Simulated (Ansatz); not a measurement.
# ZrSiO4 with one O vacancy: vacancy hop, part 2 of 2

Wanted: the energy profile along the vacancy hop, from relaxed end points and a band of images. Host space group I4_1/amd.

Ansatz 0.2.0; DFT PBEsol, plane waves, PAW, scalar-relativistic, no spin polarisation. Earlier steps stand in the parts before.

## 6. Nudged elastic band

crystal.atoms is end A as relaxed above, and neb.final_atoms is end B. With 5 inner images the band has 7 in all.

Input file input.yaml:

```yaml
crystal:
  lattice:
    - [6.6042, 0.0, 0.0]
    - [0.0, 6.6042, 0.0]
    - [0.0, 0.0, 5.9796]
  atoms:
    - { symbol: Zr, position: [-0.00164727, 0.50070231, 0.25204396] }
    - { symbol: Zr, position: [0.00655701, 0.00070033, 0.00653055] }
    - { symbol: Si, position: [-0.01029545, 0.00069987, 0.50560885] }
    - { symbol: Si, position: [0.53049303, 0.00070637, 0.22764519] }
    - { symbol: O, position: [0.49993203, 0.31490476, 0.81720798] }
    - { symbol: O, position: [-0.01006933, 0.18427804, 0.32235678] }
    - { symbol: O, position: [0.32033385, 0.00070373, 0.06718117] }
    - { symbol: O, position: [0.50523281, 0.18439178, 0.42292711] }
    - { symbol: O, position: [0.17857949, 0.0006898, 0.67983211] }
    - { symbol: O, position: [0.50525752, 0.81700964, 0.42291428] }
    - { symbol: O, position: [0.31297771, 0.50071561, 0.17816704] }
    - { symbol: Zr, position: [0.49242219, 0.00070118, 0.7371609] }
    - { symbol: Zr, position: [0.50015675, 0.50070067, 0.49568674] }
    - { symbol: Si, position: [0.49838612, 0.50069657, -0.00271261] }
    - { symbol: Si, position: [-0.00088888, 0.50070038, 0.75186743] }
    - { symbol: O, position: [-0.01009982, 0.81712374, 0.32235382] }
    - { symbol: O, position: [0.18365761, 0.50070438, 0.57026417] }
    - { symbol: O, position: [0.4999635, 0.68649167, 0.81720879] }
    - { symbol: O, position: [0.81510342, 0.5006716, 0.57039619] }
    - { symbol: O, position: [-0.00185439, 0.68603646, 0.93320258] }
    - { symbol: O, position: [0.68401675, 0.50068634, 0.17761208] }
    - { symbol: O, position: [-0.00182042, 0.31537016, 0.93321259] }
    - { symbol: O, position: [0.8119913, 0.00071549, 0.69810228] }
basis:
  ecutwfc: 420.0
kpoints:
  mp_grid: { grid: [2, 2, 2] }
hamiltonian:
  xc: pbesol
  pseudopotentials: { kind: paw, azcp: { folder: soft_1 } }
scf:
  occupations: { method: gaussian, width: 0.02 }
  lower_state_search: "off"
neb:
  images: 5
  f_tol: 0.03
  initial_path: linear
  max_iterations: 80
  spring: 10.0
  final_atoms:
    - { symbol: Zr, position: [0.0012767, 0.5, 0.25298448] }
    - { symbol: Zr, position: [-0.00688737, 0.0, 0.00736045] }
    - { symbol: Si, position: [0.01005739, 0.0, 0.50654376] }
    - { symbol: Si, position: [0.46924198, 0.0, 0.22884615] }
    - { symbol: O, position: [0.49973665, 0.31423991, 0.81820778] }
    - { symbol: O, position: [0.00981155, 0.18357264, 0.32329422] }
    - { symbol: O, position: [0.6793633, 0.0, 0.06826545] }
    - { symbol: O, position: [0.49456837, 0.18370144, 0.42407782] }
    - { symbol: O, position: [0.18774602, 0.0, 0.69902299] }
    - { symbol: O, position: [0.49456837, 0.81629856, 0.42407782] }
    - { symbol: O, position: [0.31555806, 0.5, 0.17859066] }
    - { symbol: Zr, position: [0.50734882, 0.0, 0.73836133] }
    - { symbol: Zr, position: [0.49949074, 0.5, 0.49671104] }
    - { symbol: Si, position: [0.50124909, 0.5, -0.00169755] }
    - { symbol: Si, position: [0.00046729, 0.5, 0.75281601] }
    - { symbol: O, position: [0.00981155, 0.81642736, 0.32329422] }
    - { symbol: O, position: [0.18451031, 0.5, 0.57140608] }
    - { symbol: O, position: [0.49973665, 0.68576009, 0.81820778] }
    - { symbol: O, position: [0.81596241, 0.5, 0.57115735] }
    - { symbol: O, position: [0.00130389, 0.68534187, 0.93413972] }
    - { symbol: O, position: [0.68658804, 0.5, 0.17921954] }
    - { symbol: O, position: [0.00130389, 0.31465813, 0.93413972] }
    - { symbol: O, position: [0.82118629, 0.0, 0.68087318] }
  order_check: true
```

Command:

```bash
$ ansatz run input.yaml --threads 2 --pin off --max-ram 5120MiB --backend cpu --events-out ev --progress --plain --runs-dir out
```

Log, cut to the lines that bear on the results:

```text
Warning: neb: disabling space-group detection — the band's intermediate images generally break the endpoint symmetry, so no spatial operation reduces the k-mesh or symmetrises the density, except that a semilocal band can use its path's symmetry ahead of convergence; time reversal is [...]
Warning: <dir> the record states the generating functional pbe (its physics header spells it `PBE`), which answers neither for hamiltonian.xc's functional nor for the pbesol family's — results may be inconsistent (PPs are generated against a specific XC)
[...]
Warning: RAYON_NUM_THREADS=2 ignored (pool sized by the plan → 2); use --threads N
[...]
Pseudopotentials: kind: paw
Pseudopotential: Zr, paw, valence charge 12, recommended cutoff 420 eV (normal), <dir>
Pseudopotential: Si, paw, valence charge 4, recommended cutoff 420 eV (normal), <dir>
Pseudopotential: O, paw, valence charge 6, recommended cutoff 420 eV (normal), <dir>
Functional definition: PBEsol
[...]
parallel-image band execution: 2 concurrent image workers
NEB image 0
Crystal: 23 atoms, lattice volume = 260.803 Å³
Basis set: ecut = 420 eV, 5067 PW (Γ), exchange–correlation on 90×90×80 points (8 copies of the dense FFT grid, shifted against one another)
Bands: 100, of which v1, the nominal top of the filled ones, is band 77 counted from 1 (76 counted from 0)
Symmetry: 1 space group operations
k-points: 8
[...]
SCF iter   1: F=—  HF=-27451.448365 eV  |F-HF|=—  |Δ(HF+E_count)|=         —  Δρ=7.31e-2  dr2=1.87e1  ethr=3.10e-3  ⟨swp⟩=6.0  Hψ=3152  notcnv=0  defer=42
[...]
NSCF: frozen V_eff on 8 k-points
NEB image 6
[...]
SCF iter   9: F=-27446.610504 eV  HF=-27446.610504 eV  |F-HF|=1.94e-8  |Δ(HF+E_count)|=   9.61e-8  Δρ=4.73e-6  dr2=4.55e-8  ethr=6.49e-11  ⟨swp⟩=4.5  Hψ=2556  notcnv=0
[...]
NSCF: frozen V_eff on 8 k-points
NEB end point (image 0): max|allowed force component| = 7.830e-3 eV/Å (the criterion of neb.relax_end_points is 1.000e-2)
[...]
NEB end point (image 6): max|allowed force component| = 1.450e-2 eV/Å (the criterion of neb.relax_end_points is 1.000e-2)
NEB image 1
[...]
NEB image 2
[...]
NEB image 3
[...]
NEB image 4
NEB image 5
NEB iter   1: max|band force component| = 1.716e2 eV/Å  barrier→ = 32.6372 eV  barrier← = 32.6371 eV  Δτ_max = 0.2000 Å  (64 SCF iters)
[...]
NEB iter   2: max|band force component| = 1.914e1 eV/Å  barrier→ = 6.4846 eV  barrier← = 6.4845 eV  Δτ_max = 0.1532 Å  (48 SCF iters)
NEB image 1
[...]
NEB image 2
[...]
NEB image 3
[...]
NEB image 4
```

## 7. The log goes on: band between the two ends

The log, continued, cut to the lines that bear on the results:

```text
[...]
NEB image 5
[...]
NEB iter   3: max|band force component| = 1.342e1 eV/Å  barrier→ = 5.5402 eV  barrier← = 5.5402 eV  Δτ_max = 0.1805 Å  (40 SCF iters)
[...]
NEB iter  10: max|band force component| = 1.098e0 eV/Å  barrier→ = 3.8801 eV  barrier← = 3.8801 eV  Δτ_max = 0.0954 Å  (37 SCF iters)
[...]
NEB iter  17: max|band force component| = 7.532e-1 eV/Å  barrier→ = 2.4926 eV  barrier← = 2.4925 eV  Δτ_max = 0.0498 Å  (36 SCF iters)
[...]
NEB iter  24: max|band force component| = 5.472e-1 eV/Å  barrier→ = 3.1045 eV  barrier← = 3.1044 eV  CI = image 1  Δτ_max = 0.0434 Å  (36 SCF iters)
[...]
NEB iter  29: max|band force component| = 1.062e-1 eV/Å  barrier→ = 3.0311 eV  barrier← = 3.0310 eV  CI = image 1  Δτ_max = 0.0432 Å  (35 SCF iters)
[...]
    - { symbol: Zr, position: [0.5098597721077468, 0.5005782306213938, 0.5025164290222816] }
    - { symbol: Si, position: [0.5088840069694968, 0.5005809383806248, 0.002167760700442755] }
    - { symbol: Si, position: [0.008221940640964327, 0.5005865670130017, 0.7463203213804539] }
    - { symbol: O, position: [-0.009721714559628138, 0.8160664565755628, 0.30921709157938193] }
    - { symbol: O, position: [0.19265594571769293, 0.5005885730461821, 0.5660150037897786] }
    - { symbol: O, position: [0.513340167010887, 0.6858636002952132, 0.8224542085963856] }
    - { symbol: O, position: [0.8238680857671411, 0.5005911003284238, 0.5671829431468419] }
    - { symbol: O, position: [0.0067019918805634165, 0.6851581099616302, 0.9263768266808402] }
    - { symbol: O, position: [0.6915807570422868, 0.5005709811987472, 0.18316403196713685] }
    - { symbol: O, position: [0.006678407686435902, 0.3160103874160669, 0.9263703606254411] }
    - { symbol: O, position: [0.8289524859787742, 0.0005796154572979144, 0.6844825197181336] }
```

It took 22 min on 2 threads of Arm Neoverse V2, shared host; peak memory 1.3 GiB.

## 8. Images and barrier

Images 0 and 6 are the ends. Energies count from image 0; the path length is the program's own measure over all atoms.

| image | path (Å) | energy (eV) | O7 x y z (Å) | band force (eV/Å) |
| --- | --- | --- | --- | --- |
| 0 | 0.000 | 0.0000 | 2.12 0.00 0.40 | - |
| 1* | 1.064 | 3.0321 | 2.13 0.00 0.29 | 0.007 |
| 2 | 1.725 | 2.2328 | 2.46 0.00 0.19 | 0.004 |
| 3 | 2.385 | 2.3066 | 2.94 -0.01 0.18 | 0.022 |
| 4 | 3.045 | 1.7734 | 3.46 -0.01 0.23 | 0.019 |
| 5 | 3.705 | 0.6390 | 4.02 -0.01 0.31 | 0.012 |
| 6 | 4.365 | 0.0000 | 4.49 0.00 0.41 | - |

The star marks the climbing image.

image, energy (eV) and a bar:
```
        0      0.000 
        1      3.032 ##############################
        2      2.233 ######################
        3      2.307 #######################
        4      1.773 ##################
        5      0.639 ######
        6      0.000
```

How the highest energy settled:

| iteration | highest image above image 0 (eV) | largest band force (eV/Å) |
| --- | --- | --- |
| 1 | 32.6372 | 171.590 |
| 4 | 4.7963 | 3.755 |
| 7 | 3.7184 | 1.350 |
| 10 | 3.8801 | 1.098 |
| 13 | 3.1865 | 1.020 |
| 16 | 2.6437 | 0.908 |
| 19 | 2.2954 | 4.799 |
| 22 | 3.1409 | 0.737 |
| 25 | 3.0524 | 0.253 |
| 28 | 3.0313 | 0.179 |
| 31 | 3.0317 | 0.101 |
| 34 | 3.0321 | 0.022 |

The band as a trajectory file:

```xyz
23
Lattice="6.604 0.000 0.000 0.000 6.604 0.000 0.000 0.000 5.980" Properties=species:S:1:pos:R:3 pbc="T T T" image=0 dE=0.0000
Zr   -0.011    3.307    1.507
Zr    0.043    0.005    0.039
Si   -0.068    0.005    3.023
Si    3.503    0.005    1.361
O     3.302    2.080    4.887
O    -0.067    1.217    1.928
O     2.116    0.005    0.402
O     3.337    1.218    2.529
O     1.179    0.005    4.065
O     3.337    5.396    2.529
O     2.067    3.307    1.065
Zr    3.252    0.005    4.408
Zr    3.303    3.307    2.964
Si    3.291    3.307   -0.016
Si   -0.006    3.307    4.496
O    -0.067    5.396    1.928
O     1.213    3.307    3.410
O     3.302    4.534    4.887
O     5.383    3.307    3.411
O    -0.012    4.531    5.580
O     4.517    3.307    1.062
O    -0.012    2.083    5.580
O     5.363    0.005    4.174
23
Lattice="6.604 0.000 0.000 0.000 6.604 0.000 0.000 0.000 5.980" Properties=species:S:1:pos:R:3 pbc="T T T" image=1 dE=3.0321
Zr    0.034    3.306    1.469
Zr    0.004    0.004   -0.082
Si    0.063    0.004    2.931
Si    2.646    0.004    1.813
O     3.390    2.082    4.918
O    -0.064    1.222    1.849
O     2.130    0.004    0.285
O     3.357    1.238    2.584
O     1.288    0.004    4.024
O     3.357    5.374    2.584
O     2.123    3.306    1.072
Zr    3.399    0.004    4.505
Zr    3.367    3.306    3.005
Si    3.361    3.306    0.013
Si    0.054    3.306    4.463
O    -0.064    5.389    1.849
O     1.272    3.306    3.385
O     3.390    4.530    4.918
O     5.441    3.306    3.392
O     0.044    4.525    5.539
O     4.567    3.306    1.095
O     0.044    2.087    5.539
O     5.475    0.004    4.093
23
Lattice="6.604 0.000 0.000 0.000 6.604 0.000 0.000 0.000 5.980" Properties=species:S:1:pos:R:3 pbc="T T T" image=2 dE=2.2328
Zr    0.026    3.305    1.494
Zr    0.340    0.002    0.045
Si    0.118    0.003    2.903
Si    2.425    0.003    1.830
O     3.434    2.078    4.895
O    -0.255    1.257    1.882
O     2.465    0.004    0.192
O     3.305    1.218    2.553
O     1.302    0.002    4.077
O     3.306    5.394    2.553
O     2.128    3.306    1.055
Zr    3.488    0.004    4.355
Zr    3.389    3.306    2.986
Si    3.370    3.306   -0.008
Si    0.077    3.305    4.485
O    -0.255    5.352    1.882
O     1.286    3.305    3.390
O     3.434    4.534    4.895
O     5.448    3.304    3.427
O     0.090    4.535    5.564
O     4.563    3.305    1.091
O     0.091    2.074    5.564
O     5.517    0.003    4.154
23
Lattice="6.604 0.000 0.000 0.000 6.604 0.000 0.000 0.000 5.980" Properties=species:S:1:pos:R:3 pbc="T T T" image=3 dE=2.3066
Zr    0.016    3.313    1.530
Zr    0.536    0.014    0.145
Si   -0.032    0.013    3.024
Si    2.541    0.002    1.729
O     3.335    2.089    4.823
O    -0.197    1.236    1.937
O     2.942   -0.011    0.180
O     3.312    1.226    2.515
O     1.275    0.017    4.031
O     3.280    5.364    2.518
O     2.122    3.285    1.061
Zr    3.458   -0.011    4.274
Zr    3.351    3.295    2.972
Si    3.335    3.292   -0.048
Si    0.084    3.315    4.527
O    -0.190    5.392    1.935
O     1.245    3.306    3.377
O     3.325    4.496    4.824
O     5.429    3.319    3.481
O     0.170    4.556    5.608
O     4.569    3.304    1.027
O     0.156    2.071    5.605
O     5.444    0.003    4.211
23
Lattice="6.604 0.000 0.000 0.000 6.604 0.000 0.000 0.000 5.980" Properties=species:S:1:pos:R:3 pbc="T T T" image=4 dE=1.7734
Zr    0.041    3.310    1.527
Zr    0.200    0.010    0.150
Si    0.023    0.009    3.058
Si    2.613    0.000    1.574
O     3.353    2.097    4.821
O    -0.150    1.214    1.945
O     3.462   -0.010    0.230
O     3.254    1.226    2.519
O     1.287    0.012    4.109
O     3.233    5.368    2.521
O     2.129    3.290    1.050
Zr    3.436   -0.008    4.279
Zr    3.358    3.297    2.970
Si    3.356    3.295   -0.047
Si    0.085    3.311    4.522
O    -0.146    5.407    1.944
O     1.253    3.305    3.383
O     3.344    4.493    4.821
O     5.448    3.315    3.459
O     0.139    4.546    5.611
O     4.588    3.303    1.039
O     0.129    2.075    5.609
O     5.484    0.003    4.218
23
Lattice="6.604 0.000 0.000 0.000 6.604 0.000 0.000 0.000 5.980" Properties=species:S:1:pos:R:3 pbc="T T T" image=5 dE=0.6390
Zr    0.049    3.307    1.526
Zr    0.031    0.006    0.106
Si    0.024    0.006    3.062
Si    2.804   -0.002    1.419
O     3.337    2.089    4.842
O    -0.079    1.213    1.956
O     4.022   -0.007    0.315
O     3.224    1.216    2.523
O     1.256    0.008    4.151
O     3.212    5.381    2.524
O     2.130    3.295    1.050
Zr    3.361   -0.005    4.335
Zr    3.349    3.298    2.963
Si    3.359    3.297   -0.038
Si    0.070    3.308    4.517
O    -0.076    5.402    1.956
O     1.253    3.304    3.395
O     3.331    4.506    4.842
O     5.439    3.310    3.448
O     0.103    4.538    5.606
O     4.586    3.302    1.050
O     0.096    2.076    5.605
O     5.451    0.002    4.181
23
Lattice="6.604 0.000 0.000 0.000 6.604 0.000 0.000 0.000 5.980" Properties=species:S:1:pos:R:3 pbc="T T T" image=6 dE=0.0000
Zr    0.008    3.302    1.513
Zr   -0.045    0.000    0.044
Si    0.066    0.000    3.029
Si    3.099    0.000    1.368
O     3.300    2.075    4.893
O     0.065    1.212    1.933
O     4.487    0.000    0.408
O     3.266    1.213    2.536
O     1.240    0.000    4.180
O     3.266    5.391    2.536
O     2.084    3.302    1.068
Zr    3.351    0.000    4.415
Zr    3.299    3.302    2.970
Si    3.310    3.302   -0.010
Si    0.003    3.302    4.502
O     0.065    5.392    1.933
O     1.219    3.302    3.417
O     3.300    4.529    4.893
O     5.389    3.302    3.415
O     0.009    4.526    5.586
O     4.534    3.302    1.072
O     0.009    2.078    5.586
O     5.423    0.000    4.071
```

## 9. What came out

The summary covers parts 1 to 2.

```
                    quantity                    value
                       end A  5 moves, 1.392 eV lower
                       end B  5 moves, 0.417 eV lower
            barrier forwards                  3.03 eV
           barrier backwards                  3.03 eV
second end relative to first                 0.000 eV
               highest image    1 of 0 to 6, climbing
             band iterations                       34
lowest curvatures at the top     -2.15 and 1.03 eV/Å²
```

The top lies 3.03 eV above the first end, or 117 kT at room temperature; with a typical attempt rate of 10^13 per second that is roughly 10^-38 events a second. The two ends lie within 1 meV of each other. One curvature at the top is negative and the next is not: a first-order saddle point. The value is not shown to be converged in cell size (23 atoms) or k-mesh.
